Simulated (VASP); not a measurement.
# MgF2 (Sellaite) (P4_2/mnm) in VASP: further runs, part 2 of 2

VASP 6.6.1.

## 3. Relaxation of cell and atoms, PBEsol

Contents of INCAR:

```
SYSTEM = MgF2
ALGO = Normal ; EDIFF = 1E-7
EDIFFG = -0.005 ; ENCUT = 600
GGA = PS ; IBRION = 2
ISIF = 3 ; ISMEAR = 0
KPAR = 2 ; LASPH = .TRUE.
LCHARG = .FALSE. ; LREAL = .FALSE.
LWAVE = .FALSE. ; NELM = 80
NSW = 90 ; PREC = Accurate
SIGMA = 0.03
```

Contents of KPOINTS:

```
k-points
0
G
  6 6 10
  0 0 0
```

Contents of POSCAR:

```
MgF2                                    
1.0
    4.6237132401     -0.0000000000      0.0000000000
   -0.0000000000      4.6237132401      0.0000000000
    0.0000000000      0.0000000000      3.0518655484
  Mg              F             
     2     4
Direct
     1.0000000000000000    0.0000000000000000    0.0000000000000000
     0.5000000000000000    0.5000000000000000    0.5000000000000000
     0.3031129392142917    0.3031129392142917    0.0000000000000000
     0.1968870607857083    0.8031129392142917    0.5000000000000000
     0.6968870607857083    0.6968870607857083    1.0000000000000000
     0.8031129392142917    0.1968870607857083    0.5000000000000000
```

Potentials or basis: VASP PAW PBE potentials, release 64 (Mg, F).

The run is started by

```
> cat potpaw_PBE.64/Mg/POTCAR potpaw_PBE.64/F/POTCAR > POTCAR
> mpirun -np 2 vasp_std > vasp.out
```

OUTCAR:

```text
SYSTEM = MgF2
   EDIFF = 1E-7
   EDIFFG = -0.005
   ENCUT = 600
   GGA = PS
   IBRION = 2
   ISIF = 3
   ISMEAR = 0
   LASPH = .TRUE.
   LREAL = .FALSE.
   NELM = 80
   NSW = 90
   PREC = Accurate

 ion  position               nearest neighbor table
   1  0.000  0.000  0.000-   3 1.98   5 1.98   4 2.00   6 2.00   4 2.00   6 2.00   2 3.61   2 3.61
                             2 3.61   2 3.61   2 3.61   2 3.61   2 3.61   2 3.61
   2  0.500  0.500  0.500-   4 1.98   6 1.98   5 2.00   3 2.00   3 2.00   5 2.00   1 3.61   1 3.61
                             1 3.61   1 3.61   1 3.61   1 3.61   1 3.61   1 3.61
   3  0.303  0.303  0.000-   1 1.98   2 2.00   2 2.00
   4  0.197  0.803  0.500-   2 1.98   1 2.00   1 2.00
   5  0.697  0.697  0.000-   1 1.98   2 2.00   2 2.00
   6  0.803  0.197  0.500-   2 1.98   1 2.00   1 2.00

  LATTYP: Found a simple tetragonal cell.
 ALAT       =     4.6237132401
 C/A-ratio  =     0.6600464583

  Lattice vectors:

 A1 = (   4.6237132401,   0.0000000000,   0.0000000000)
 A2 = (   0.0000000000,   4.6237132401,   0.0000000000)
 A3 = (   0.0000000000,   0.0000000000,   3.0518655484)

Analysis of symmetry for initial positions (statically):
=====================================================================
 Subroutine PRICEL returns:
 Original cell was already a primitive cell.

 Routine SETGRP: Setting up the symmetry group for a
 simple tetragonal supercell.

 Subroutine GETGRP returns: Found 16 space group operations
 (whereof  8 operations were pure point group operations)
 out of a pool of 16 trial point group operations.

The static configuration has the point symmetry D_2h.
 The point group associated with its full space group is D_4h.

Analysis of symmetry for dynamics (positions and initial velocities):
=====================================================================
 Subroutine PRICEL returns:
 Original cell was already a primitive cell.

 Routine SETGRP: Setting up the symmetry group for a
 simple tetragonal supercell.

 Subroutine GETGRP returns: Found 16 space group operations
 (whereof  8 operations were pure point group operations)
 out of a pool of 16 trial point group operations.

The dynamic configuration has the point symmetry D_2h.
 The point group associated with its full space group is D_4h.

 Subroutine INISYM returns: Found 16 space group operations
 (whereof  8 operations are pure point group operations),
 and found     1 'primitive' translations

----------------------------------------------------------------------------------------

                                     Primitive cell

  volume of cell :      65.2450

  direct lattice vectors                    reciprocal lattice vectors
     4.623713240  0.000000000  0.000000000     0.216276388  0.000000000  0.000000000
     0.000000000  4.623713240  0.000000000     0.000000000  0.216276388  0.000000000
     0.000000000  0.000000000  3.051865548     0.000000000  0.000000000  0.327668432

[... 132 lines left out ...]

 number of electron      32.0000022 magnetization

 Free energy of the ion-electron system (eV)
  ---------------------------------------------------
  ext. energy  EPLUGINS =         0.00000000
  ---------------------------------------------------
  free energy    TOTEN  =       -32.60966312 eV

  energy without entropy =      -32.60966312  energy(sigma->0) =      -32.60966312

------------------------ aborting loop because EDIFF is reached ----------------------------------------

  FORCE on cell =-STRESS in cart. coord.  units (eV):
  Direction    XX          YY          ZZ          XY          YZ          ZX
  --------------------------------------------------------------------------------------
  -------------------------------------------------------------------------------------
  Total        0.0090893      0.0090893      0.0379270      0.0000000      0.0000000      0.0000000
  in kB        0.2231987      0.2231987      0.9313473      0.0000000      0.0000000      0.0000000
  external PRESSURE =       0.4592483 kB  Pullay stress =       0.0000000 kB

 VOLUME and BASIS-vectors are now :
 -----------------------------------------------------------------------------
  energy-cutoff  :      600.00
  volume of cell :       65.24
      direct lattice vectors                 reciprocal lattice vectors
     4.623713240  0.000000000  0.000000000     0.216276388  0.000000000  0.000000000
     0.000000000  4.623713240  0.000000000     0.000000000  0.216276388  0.000000000
     0.000000000  0.000000000  3.051865548     0.000000000  0.000000000  0.327668432

 POSITION                                       TOTAL-FORCE (eV/Angst)
 -----------------------------------------------------------------------------------
      0.00000      0.00000      0.00000        -0.000000      0.000000     -0.000000
      2.31186      2.31186      1.52593        -0.000000      0.000000     -0.000000
      1.40151      1.40151      0.00000         0.004625      0.004625      0.000000
      0.91035      3.71336      1.52593        -0.004625      0.004625     -0.000000
      3.22221      3.22221      0.00000        -0.004625     -0.004625     -0.000000
      3.71336      0.91035      1.52593         0.004625     -0.004625     -0.000000
 -----------------------------------------------------------------------------------
    total drift:                                0.000000     -0.000000      0.000000

  FREE ENERGIE OF THE ION-ELECTRON SYSTEM (eV)
  ---------------------------------------------------
  free  energy   TOTEN  =       -32.6096631201 eV

  energy  without entropy=      -32.6096631201  energy(sigma->0) =      -32.60966312

--------------------------------------- Ionic step        2  -------------------------------------------

 number of electron      32.0000022 magnetization

 Free energy of the ion-electron system (eV)
  ---------------------------------------------------
  ext. energy  EPLUGINS =         0.00000000
  ---------------------------------------------------
  free energy    TOTEN  =       -32.60967661 eV

  energy without entropy =      -32.60967661  energy(sigma->0) =      -32.60967661

 E-fermi :  -1.1326     XC(G=0):  -9.9912

 val. band max:       -1.3055289998   @ k =   0.0000   0.0000   0.0000
 cond. band min:       5.6209535842   @ k =   0.0000   0.0000   0.0000
 fundamental gap:      6.9264825840
 Fermi energy:        -1.1325819416

 k-point     1 :       0.0000    0.0000    0.0000
  band No.  band energies     occupation
      1     -21.9557      2.00000
      2     -21.1309      2.00000
      3     -21.1309      2.00000
      4     -21.0386      2.00000
      5      -5.4368      2.00000
      6      -3.8456      2.00000
[... 541 lines left out ...]
     19      12.7549      0.00000
     20      12.7549      0.00000

 [... further k-points ...]
[... 5 lines left out ...]
  --------------------------------------------------------------------------------------
  -------------------------------------------------------------------------------------
  Total       -0.0078362     -0.0078362      0.0095341     -0.0000000      0.0000000      0.0000000
  in kB       -0.1923422     -0.1923422      0.2340158     -0.0000000      0.0000000      0.0000000
  external PRESSURE =      -0.0502228 kB  Pullay stress =       0.0000000 kB

 VOLUME and BASIS-vectors are now :
 -----------------------------------------------------------------------------
  energy-cutoff  :      600.00
  volume of cell :       65.27
      direct lattice vectors                 reciprocal lattice vectors
     4.624051149  0.000000000  0.000000000     0.216260584  0.000000000  0.000000000
     0.000000000  4.624051149  0.000000000    -0.000000000  0.216260584  0.000000000
     0.000000000  0.000000000  3.052796214     0.000000000  0.000000000  0.327568540

 POSITION                                       TOTAL-FORCE (eV/Angst)
 -----------------------------------------------------------------------------------
      4.62405      0.00000      3.05280         0.000000      0.000000      0.000000
      2.31203      2.31203      1.52640         0.000000      0.000000      0.000000
      1.40183      1.40183      0.00000         0.002829      0.002829      0.000000
      0.91019      3.71386      1.52640        -0.002829      0.002829      0.000000
      3.22222      3.22222      3.05280        -0.002829     -0.002829     -0.000000
      3.71386      0.91019      1.52640         0.002829     -0.002829     -0.000000
 -----------------------------------------------------------------------------------
    total drift:                                0.000000     -0.000000      0.000000

  FREE ENERGIE OF THE ION-ELECTRON SYSTEM (eV)
  ---------------------------------------------------
  free  energy   TOTEN  =       -32.6096766091 eV

  energy  without entropy=      -32.6096766091  energy(sigma->0) =      -32.60967661

 reached required accuracy - stopping structural energy minimisation
```

It took 46 s on 2 MPI ranks of Intel Xeon Platinum 8488C (Sapphire Rapids), shared host; peak memory 0.23 GiB.

Results:

```yaml
Free_energy: -32.6097 eV
Relaxed_volume: 10.88 Å³/atom
Relaxed_cell: a = 4.624 Å, b = 4.624 Å, c = 3.053 Å, α = 90.00°, β = 90.00°, γ = 90.00°
Space_group_after_relaxing_to_0.05_Å: P4_2/mnm (No. 136)
Energy_gained_by_relaxing: 0.0 meV/atom
Ionic_steps: 2
Pressure_after_relaxing: 0.0 GPa
Largest_force_after_relaxing: 0.004 eV/Å
Band_gap_on_the_k_mesh: 6.93 eV, direct
```

Forces in eV/Å, atoms in the order of the input:
```
Mg   0.000  0.000  0.000
Mg   0.000  0.000  0.000
F    0.003  0.003  0.000
F   -0.003  0.003  0.000
F   -0.003 -0.003  0.000
F    0.003 -0.003  0.000
```

Final structure:
```yaml
crystal:
  lattice:
    - [4.62405, 0.00000, 0.00000]
    - [0.00000, 4.62405, 0.00000]
    - [0.00000, 0.00000, 3.05280]
  atoms:
    - { symbol: Mg, position: [0.00000, 0.00000, 0.00000] }
    - { symbol: Mg, position: [0.50000, 0.50000, 0.50000] }
    - { symbol: F, position: [0.30316, 0.30316, 0.00000] }
    - { symbol: F, position: [0.19684, 0.80316, 0.50000] }
    - { symbol: F, position: [0.69684, 0.69684, 0.00000] }
    - { symbol: F, position: [0.80316, 0.19684, 0.50000] }
```

Caveat: the PAW data sets were made with another functional, which shifts forces and pressure a little. A hybrid or GW would open this gap; PBEsol tends to underestimate it.
